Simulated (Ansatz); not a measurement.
Space group Fm-3m (No. 225). a = 5.706 Å, b = 5.706 Å, c = 5.706 Å, α = 90.00°, β = 90.00°, γ = 90.00°
```csv
atom,site,symmetry,x,y,z
Li,8c,-43m,0.2500,0.7500,0.7500
S,4a,m-3m,0.0000,0.0000,0.0000
```

Equation of state of this Li$_{2}$S structure (not necessarily the ground state), with shape and atoms relaxed at each volume where symmetry leaves them free. All numbers below come from DFT PBE, scalar-relativistic, plane waves, PAW (Ansatz).

Plane waves to 420 eV, a k mesh through Γ of 8×8×8 on the computed 3-atom cell and Gaussian smearing (0.02 eV); no spin polarisation.

```json
{"V (Å³/atom)": "14.550", "E − E(largest V) (meV/atom)": "1.40", "P (GPa)": "2.84", "gap on mesh (eV)": "3.35"}
{"V (Å³/atom)": "15.014", "E − E(largest V) (meV/atom)": "-4.56", "P (GPa)": "1.32", "gap on mesh (eV)": "3.37"}
{"V (Å³/atom)": "15.479", "E − E(largest V) (meV/atom)": "-6.43", "P (GPa)": "0.00", "gap on mesh (eV)": "3.39"}
{"V (Å³/atom)": "15.943", "E − E(largest V) (meV/atom)": "-4.75", "P (GPa)": "-1.13", "gap on mesh (eV)": "3.41"}
{"V (Å³/atom)": "16.407", "E − E(largest V) (meV/atom)": "0.00", "P (GPa)": "-2.12", "gap on mesh (eV)": "3.42"}
```

Problem. Fit a third-order Birch–Murnaghan equation to E(V).

Solution. V0 = 15.48 Å³/atom, B0 = 41 GPa, B0' = 3.9.